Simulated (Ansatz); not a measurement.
# Ti2NS2 MXene monolayer in a perpendicular field, part 2 of 2

Wanted: the out-of-plane response of the Ti2NS2 MXene monolayer. A positive field points along +c.

Ansatz 0.2.0; plane-wave DFT, PBE-D3(BJ), Ansatz PAW (set soft_1); PAW set soft_1.

So far. Step 2 (Relaxing the slab): The lattice constant a goes from 3.029 to 3.145 Å.

## (3) Single point, field 0

A sawtooth potential applies the field, turning back in the middle of the vacuum. With the dipole correction the typed value is the field outside the slab. The induced dipole is small, so the SCF threshold is tight.

The cell differs from the one that the last finished run ended in (c 42.835 → 23.421 Å).

Input file input.yaml:

```yaml
crystal:
  lattice:
    - [3.144714021, 0.0, 0.0]
    - [-1.5723570105, 2.7234022298, 0.0]
    - [0.0, 0.0, 23.4214297329]
  atoms:
    - { symbol: S, position: [0.3333333333, 0.6666666667, 0.3842634759] }
    - { symbol: Ti, position: [0.6666666667, 0.3333333333, 0.4502857287] }
    - { symbol: "N", position: [0.0, 0.0, 0.5] }
    - { symbol: Ti, position: [0.3333333333, 0.6666666667, 0.5497142713] }
    - { symbol: S, position: [0.6666666667, 0.3333333333, 0.6157365241] }
kpoints:
  mp_grid: { grid: [18, 18, 1] }
  band_path:
    path: [[0, 0, 0], [0.5, 0, 0], [0.33333333, 0.33333333, 0], [0, 0, 0]]
    npoints: 16
hamiltonian:
  xc: pbe
  dispersion: d3bj
  pseudopotentials: { kind: paw, azcp: { folder: soft_1 } }
scf:
  occupations: { method: fermi_dirac, width: 0.02585 }
  convergence: { dr2_threshold: 1.0e-10 }
efield:
  axis: 3
  dipole_correction: true
  ramp_position: 0.97
  ramp_width: 0.06
  amplitude: 0
output:
  dos: { projected: true, e_range: [-6, 5] }
  write_potential: true
  write_density: true
  volumetric_format: npy
  elf: true
```

Command:

```
> ansatz run input.yaml --threads 2 --pin off --max-ram 3072MiB --backend cpu --events-out ev --progress --plain --runs-dir out
```

Numbers of over 12 decimals in the logs are rounded to 6 here.

The program printed:

```text
[...]
Crystal: 5 atoms, lattice volume = 200.589 Å³
Basis set: ecut = 420 eV, 3883 PW (Γ)
Bands: 26, of which v1, the nominal top of the filled ones, is band 21 counted from 1 (20 counted from 0)
Symmetry: 6 space group operations
k-points: 37 of 324 (time reversal used)
[...]
SCF iter   1: F=—  HF=-7199.422497 eV  |F-HF|=—  |Δ(HF+E_count)|=         —  Δρ=6.84e-2  dr2=1.32e1  ethr=3.10e-3  p=0.000 e·Å  D=7.15e-15 V/Å  ΔV_dip=-0.00 eV  dr2_dipole=5.86e-10  V_vac-E_F(+/−)=7.87/7.87 eV  ⟨swp⟩=9.3  Hψ=5905  notcnv=0
efield: sawtooth ramp at fractional position 0.9700 (set: `efield.ramp_position`, or a place that a band, a saddle search or an elastic batch's reference lends), width 0.0600; the density the first Hamiltonian is built on has a dipole p = 0.000 e·Å; the dipole correction subtracts the counter field D = 7.15e-15 V/Å, which shifts the + side's vacuum level by -0.00 eV against the − side's; the planar-averaged density in the ramp window peaks in size at 2.7e-7 e/Å³
[...]
SCF iter   2: F=—  HF=-7199.032267 eV  |F-HF|=—  |Δ(HF+E_count)|=   3.90e-1  Δρ=8.21e-2  dr2=1.44e1  ethr=3.10e-3  p=0.000 e·Å  D=4.05e-5 V/Å  ΔV_dip=-0.00 eV  dr2_dipole=1.53e-7  V_vac-E_F(+/−)=4.83/4.83 eV  ⟨swp⟩=5.2  Hψ=2998  notcnv=0  defer=32
[...]
SCF iter  11: F=-7196.293609 eV  HF=-7196.293609 eV  |F-HF|=4.37e-11  |Δ(HF+E_count)|=  3.93e-10  Δρ=1.46e-7  dr2=3.08e-11  ethr=1.00e-12  p=-0.000 e·Å  D=-4.20e-8 V/Å  ΔV_dip=0.00 eV  dr2_dipole=2.10e-14  V_vac-E_F(+/−)=5.77/5.77 eV  ⟨swp⟩=11.6  Hψ=3827  notcnv=0
SCF 1 converged in 11 iterations: F = -7196.293609 eV  dr2 = 3.08e-11
[...]
NSCF: frozen V_eff on 49 k-points
efield: sawtooth ramp at fractional position 0.9700 (kept from the solve that this one continues, or follows in the run), width 0.0600; the density the first Hamiltonian is built on has a dipole p = -0.000 e·Å; the dipole correction subtracts the counter field D = -4.20e-8 V/Å, which shifts the + side's vacuum level by +0.00 eV against the − side's; the planar-averaged density in the ramp window peaks in size at 2.1e-7 e/Å³
[...]
SCF converged after 11 iterations
Free energy (F): -7196.293609 eV
[...]
Internal energy: -7196.289272 eV  (E = F + TS)
E sigma→0 (E₀):  -7196.291440 eV
Entropy (-TS):   -0.004337 eV (-0.867 meV/atom)
Fermi energy:    0.196213 eV
Dipole field:    D = 0.000000 V/Å  (p = 0.000000 e·Å, saw-weighted, corrected)
Work function:   Φ+ = 5.7731 eV   Φ− = 5.7731 eV
Levels:          The Fermi level and band energies are counted from a zero that moves with the ramp; work functions are not
[...]
--- Band table (eV; the first three rows and the last of 37) ---
  k-point 0: bands = [... 17 lower, -0.9145, 0.4128, 0.4128, 0.5388, 0.5388, 0.7370, 1.7663, 1.7663, ... 1 higher]
  k-point 1: bands = [... 17 lower, -0.8717, -0.0638, 0.0665, 0.5741, 0.8658, 0.9627, 1.7515, 1.7973, ... 1 higher]
  k-point 2: bands = [... 17 lower, -0.9162, -0.7358, -0.2813, 0.4059, 1.1229, 1.2266, 1.7446, 1.9517, ... 1 higher]
  k-point 36: bands = [... 17 lower, -3.2626, -2.4234, -2.4234, 1.4231, 1.4231, 1.5825, 2.5703, 2.5703, ... 1 higher]
```

Elapsed: 19 s, on 2 threads of Arm Neoverse V2, shared host; peak memory 0.52 GiB; 37 s of CPU time.

This step gave:

```
energy at zero smearing   : -7196.2914 eV
work function, upper face : 5.773 eV
dipole along the normal   : 1.69e-7 e·Å
```

Running mean over a fixed 2.8 Å (it still follows the layers) of the planar mean; the ramp of the sawtooth is left out. Electron's electrostatic potential energy less the Fermi level against z:

| z (Å) | electron's electrostatic potential energy less the Fermi level (eV) |
| --- | --- |
| 3 | 5.77 |
| 4 | 5.77 |
| 5 | 5.77 |
| 6 | 5.74 |
| 7 | 4.92 |
| 8 | 0.318 |
| 9 | -4.58 |
| 10 | -8.96 |
| 11 | -9.30 |
| 12 | -10.0 |
| 13 | -9.10 |
| 14 | -7.11 |
| 15 | -1.51 |
| 16 | 3.24 |
| 17 | 5.64 |
| 18 | 5.77 |
| 19 | 5.77 |
| 20 | 5.77 |

The density of states has structure finer than the step of the table below, so its rows give means over 0.2 eV, whole bins alone (the curve runs from -6 to 1.44 eV). Peaks (eV: height): -5.01: 19.4, -4.87: 10.1, -4.46: 15.2, -4.35: 13.4, -4.04: 8.30, -3.05: 7.93, -2.66: 6.58.

Density of states against energy, zero at the Fermi level; means over each step:

| energy (eV) | density of states (states/eV a cell) |
| --- | --- |
| -5.8 | 2.46 |
| -5.6 | 2.14 |
| -5.4 | 0.998 |
| -5.2 | 2.98 |
| -5.0 | 7.66 |
| -4.8 | 3.81 |
| -4.6 | 1.95 |
| -4.4 | 9.32 |
| -4.2 | 1.08 |
| -4.0 | 5.66 |
| -3.8 | 2.88 |
| -3.6 | 1.03 |
| -3.4 | 1.68 |
| -3.2 | 2.78 |
| -3.0 | 4.63 |
| -2.8 | 2.65 |
| -2.6 | 4.33 |
| -2.4 | 4.04 |
| -2.2 | 4.37 |
| -2.0 | 3.56 |
| -1.8 | 3.30 |
| -1.6 | 3.94 |
| -1.4 | 2.94 |
| -1.2 | 3.13 |
| -1.0 | 2.11 |
| -0.8 | 1.45 |
| -0.6 | 1.37 |
| -0.4 | 1.39 |
| -0.2 | 1.45 |
| 0.0 | 1.57 |
| 0.2 | 2.22 |
| 0.4 | 1.21 |
| 0.6 | 1.22 |
| 0.8 | 2.22 |
| 1.0 | 1.99 |
| 1.2 | 2.13 |

Projected DOS per atom over height of the atomic layer and energy from the Fermi level. Layers: S Ti N Ti S from below.

Ten even steps from '_' (0.07 states/eV) to '@' (2.79 states/eV), each cell a mean:
```
__==__==__
__::__::__
__..__..__
__::__::__
__..__..__
__..__..__
__..__..__
::..__..::
--..__..--
==..__..==
++..__..++
++..__..++
--..__..--
==..__..==
..______..
::......::
::......::
::--@@--::
....++....
::::##::::
____::____
__..==..__
```
Columns: height of the atomic layer (Å) from 9 to 14.4 (not evenly spaced); rows upwards: energy from the Fermi level (eV) from -5.96 to 1.42.

Electronic bands along the path, in eV, zero at the Fermi level:

| point | band 17 | band 18 | band 19 | band 20 | band 21 | band 22 | band 23 | band 24 |
| --- | --- | --- | --- | --- | --- | --- | --- | --- |
| Γ | -1.11 | -1.11 | 0.22 | 0.22 | 0.34 | 0.34 | 0.54 | 1.57 |
| halfway | -2.48 | -1.69 | -1.41 | -0.93 | -0.51 | 1.24 | 1.45 | 1.64 |
| M | -3.07 | -2.18 | -1.63 | -1.17 | -1.06 | 1.37 | 2.01 | 2.33 |
| halfway | -3.11 | -2.71 | -2.39 | -2.19 | 0.01 | 1.80 | 1.91 | 1.95 |
| K | -3.46 | -3.46 | -2.62 | -2.62 | 1.23 | 1.23 | 1.39 | 2.37 |
| halfway | -2.48 | -2.17 | -1.72 | -1.62 | 0.31 | 0.56 | 1.90 | 2.06 |
| Γ | -1.11 | -1.11 | 0.22 | 0.22 | 0.34 | 0.34 | 0.54 | 1.57 |

Electrostatic potential energy in the ca plane at fractional y = 0.333, with atoms of Ti and S within 0.2 Å of it. With pseudopotentials it is smooth inside the atoms' cores, unlike the true potential.

Ten even steps from '0' (-40 eV) to '9' (6 eV), each cell a mean:
```
99999999999999999999887423688888875358999999
99999999999999999999985000268888840005999999
99999999999999999999984000158888720204899999
99999999999999999999985100268888840016999999
99999999999999999999887534688877876568999999
99999999999999999998778888888766788899999999
99999999999999999987678888888755689999999999
99999999999999999998788877888766788899999999
```
Columns run along c (16.0 Å, from fractional 0.08 to 0.76 of the cell; values clipped at the 3rd and 97th percentile), rows up along a (3.1 Å). Atoms in or near the plane, at fractional coordinates: Ti at (0.45, 0.67), S at (0.62, 0.67).

ELF in the ca plane at fractional y = 0.333, with atoms of Ti and S within 0.2 Å of it. It is the smooth field of the valence electrons, not physical close to the nuclei.

Ten even steps from '0' (0.00) to '9' (0.92), each cell a mean:
```
00000000000000000135652244123211488899752000
00000000000000000001212677511114785379985200
00000000000000000000103767611124772059985210
00000000000000000012222677411113786489975200
00000000000000001245653233123211478898742000
00000000000000013578886311465211135553200000
00000000000000014688887422576211112210000000
00000000000000012578886211355211146664210000
```
Columns run along c (16.0 Å, from fractional 0.08 to 0.76 of the cell), rows up along a (3.1 Å). Atoms in or near the plane, at fractional coordinates: Ti at (0.45, 0.67), S at (0.62, 0.67).

Valence density in the ca plane at fractional y = 0.333, with atoms of Ti and S within 0.2 Å of it. It is the smooth field of the valence electrons, not physical close to the nuclei.

Ten steps, logarithmic in the rise over the least value, from '0' (0 e/Å³) to '9' (11 e/Å³), each cell a mean:
```
00000000000000000012223455322222344443100000
00000000000000000001124798632112345454210000
00000000000000000001125899731112354344210000
00000000000000000011224788522112345454210000
00000000000000000012333454322222334442100000
00000000000000000123333222333333222221000000
00000000000000000123433222333333222110000000
00000000000000000123333222333333223321000000
```
Columns run along c (16.0 Å, from fractional 0.08 to 0.76 of the cell), rows up along a (3.1 Å). Atoms in or near the plane, at fractional coordinates: Ti at (0.45, 0.67), S at (0.62, 0.67).

The work function of the upper face is 5.77 eV.

## (4) Atoms held, field 0.1 V/Å

Changes to input.yaml since step 3:

```diff
@@ -26,7 +26,6 @@
   dipole_correction: true
-  ramp_position: 0.97
-  ramp_width: 0.06
-  amplitude: 0
+  ramp_position: 0.9466
+  ramp_width: 0.1067
+  amplitude: 0.1
 output:
-  dos: { projected: true, e_range: [-6, 5] }
   write_potential: true
@@ -34,2 +33 @@
   volumetric_format: npy
-  elf: true
```

The program printed:

```text
[...]
Crystal: 5 atoms, lattice volume = 200.589 Å³
Basis set: ecut = 420 eV, 3883 PW (Γ)
Bands: 26, of which v1, the nominal top of the filled ones, is band 21 counted from 1 (20 counted from 0)
Symmetry: 6 space group operations
k-points: 37 of 324 (time reversal used)
[...]
k-point 0: bands = [... 17 lower, -0.9148, 0.4125, 0.4125, 0.5386, 0.5386, 0.7367, 1.7661, 1.7661, ... 1 higher]
  k-point 1: bands = [... 17 lower, -0.8720, -0.0640, 0.0663, 0.5739, 0.8656, 0.9624, 1.7512, 1.7971, ... 1 higher]
  k-point 2: bands = [... 17 lower, -0.9166, -0.7358, -0.2815, 0.4057, 1.1227, 1.2263, 1.7443, 1.9515, ... 1 higher]
  k-point 36: bands = [... 17 lower, -3.2526, -2.4375, -2.4098, 1.4214, 1.4243, 1.5822, 2.5695, 2.5706, ... 1 higher]
[key lines of the parts left out:]
SCF converged after 11 iterations
Free energy (F): -7196.295349 eV
Fermi energy:    0.195995 eV
Dipole field:    D = 0.031398 V/Å  (p = 0.034805 e·Å, saw-weighted, corrected)
```

Wall time 18 s (2 threads); peak memory 0.5 GiB; 36 s of CPU time.

The dipole is 0.0348 e·Å.

## (5) Single point, field -0.1 V/Å

Changes to input.yaml since step 4:

```diff
@@ -28,3 +28,3 @@
   ramp_width: 0.1067
-  amplitude: 0.1
+  amplitude: -0.1
 output:
```

The program printed:

```text
[...]
Crystal: 5 atoms, lattice volume = 200.589 Å³
Basis set: ecut = 420 eV, 3883 PW (Γ)
Bands: 26, of which v1, the nominal top of the filled ones, is band 21 counted from 1 (20 counted from 0)
Symmetry: 6 space group operations
k-points: 37 of 324 (time reversal used)
[...]
k-point 0: bands = [... 17 lower, -0.9149, 0.4124, 0.4124, 0.5384, 0.5384, 0.7365, 1.7660, 1.7660, ... 1 higher]
  k-point 1: bands = [... 17 lower, -0.8721, -0.0642, 0.0661, 0.5737, 0.8654, 0.9623, 1.7511, 1.7969, ... 1 higher]
  k-point 2: bands = [... 17 lower, -0.9168, -0.7359, -0.2816, 0.4055, 1.1226, 1.2262, 1.7442, 1.9513, ... 1 higher]
  k-point 36: bands = [... 17 lower, -3.2528, -2.4377, -2.4100, 1.4212, 1.4242, 1.5820, 2.5693, 2.5705, ... 1 higher]
[key lines of the parts left out:]
SCF converged after 11 iterations
Free energy (F): -7196.295349 eV
Fermi energy:    0.195835 eV
Dipole field:    D = -0.031397 V/Å  (p = -0.034805 e·Å, saw-weighted, corrected)
```

Wall time 18 s (2 threads); peak memory 0.5 GiB.

The dipole is -0.0348 e·Å.

## (6) Response, atoms held

This step: plane-wave DFT, PBE-D3(BJ), Ansatz PAW (set soft_1); response to a field along the normal, atoms held; PAW set soft_1 (Ansatz 0.2.0).

The dipoles give the slope, and the difference of two potentials shows where the field is screened.

This step gave:

| Property | Result |
| --- | --- |
| equivalent conductor thickness p/(ε₀AE) | 7.354 Å |
| distance between the outer atoms | 5.421 Å |

Dipole of the cell against applied field:

| applied field (V/Å) | dipole of the cell (e·Å) |
| --- | --- |
| -0.1000 | -0.0348 |
| 0.0000 | 1.7e-7 |
| 0.1000 | 0.0348 |

Local field over the applied field, running mean. From the potentials at -0.1 and 0.1 V/Å; running mean over 2.5 Å. The local field over applied field by z:

z (Å), local field over applied field and a bar:
```
      4.5      0.999 ##############################
      5.0      0.998 ##############################
      5.5      0.992 ##############################
      6.0      0.975 #############################
      6.5      0.930 ############################
      7.0      0.830 #########################
      7.5      0.673 ####################
      8.0      0.494 ##############
      8.5      0.312 #########
      9.0      0.159 ####
      9.5      0.069 #
     10.0      0.037 
     10.5      0.028 
     11.0      0.033 
     11.5      0.041 
     12.0      0.041 
     12.5      0.032 
     13.0      0.028 
     13.5      0.040 
     14.0      0.079 ##
     14.5      0.179 #####
     15.0      0.340 ##########
     15.5      0.523 ###############
     16.0      0.700 #####################
     16.5      0.850 #########################
     17.0      0.940 ############################
     17.5      0.979 #############################
     18.0      0.993 ##############################
     18.5      0.998 ##############################
     19.0      0.999 ##############################
```

Electrons, planar mean, per unit field. Table of induced electron density by z:

| z (Å) | induced electron density (e/Å³ per V/Å) |
| --- | --- |
| 4.5 | 2.7e-6 |
| 5.0 | 9.4e-6 |
| 5.5 | 3.3e-5 |
| 6.0 | 1.1e-4 |
| 6.5 | 3.3e-4 |
| 7.0 | 9.3e-4 |
| 7.5 | 0.00229 |
| 8.0 | 0.00378 |
| 8.5 | 0.00230 |
| 9.0 | 8.7e-4 |
| 9.5 | 6.3e-4 |
| 10.0 | -6.7e-4 |
| 10.5 | -5.5e-5 |
| 11.0 | 1.7e-4 |
| 11.5 | 1.5e-5 |
| 12.0 | -8.2e-5 |
| 12.5 | -9.4e-5 |
| 13.0 | 2.2e-4 |
| 13.5 | 5.3e-4 |
| 14.0 | -8.0e-4 |
| 14.5 | -8.2e-4 |
| 15.0 | -0.00274 |
| 15.5 | -0.00367 |
| 16.0 | -0.00202 |
| 16.5 | -8.0e-4 |
| 17.0 | -2.8e-4 |
| 17.5 | -9.0e-5 |
| 18.0 | -2.7e-5 |
| 18.5 | -7.8e-6 |
| 19.0 | -2.2e-6 |

By hand: between -0.1 and 0.1 V/Å the dipole changes by 0.06961 e·Å, a slope of 0.3481 e·Å²/V. A perfect conductor of thickness t has p = ε₀AEt, so t = 180.95 × 0.3481 / 8.564 = 7.35 Å (e/ε₀ = 180.95 V·Å, A in Å²).

The induced dipole is that of a conductor 7.35 Å thick.

## (7) What came out

```
gap without field                          : none
work function, upper face                  : 5.77 eV
equivalent conductor thickness, atoms held : 7.35 Å
```

**Reading.** The induced dipole equals that of a perfect conductor 7.35 Å thick, while the outer atoms lie 5.42 Å apart. There is no gap over 0.03 eV, with or without the field. The first relaxation ran with spin and lost its moment, and the later runs have none; other magnetic states were not tried. The MXene's terminations sit over the metal atoms of its far layer; the site over carbon or nitrogen, which some compounds prefer, was not run.

[Logs are printed without paths, hosts, clocks, repeated set-up lines and the standing remarks that a program may print on its own settings, such as how far it seeks lower states.]

[Hosts, paths, dates, database ids (printed as entryN), source tags and the programs' standing remarks are cut or masked in the printed files.]

[Maps of the electrostatic potential energy from Ansatz leave out the sawtooth potential of an applied field or a dipole correction, so their vacuum need not be flat; planar profiles and work functions include it.]

[The density of states shown here was stored with 400 of the rows of the run's finer table, so its peaks can read low, often by over a quarter, or be missed, and its means over a window can be off by a tenth or more.]
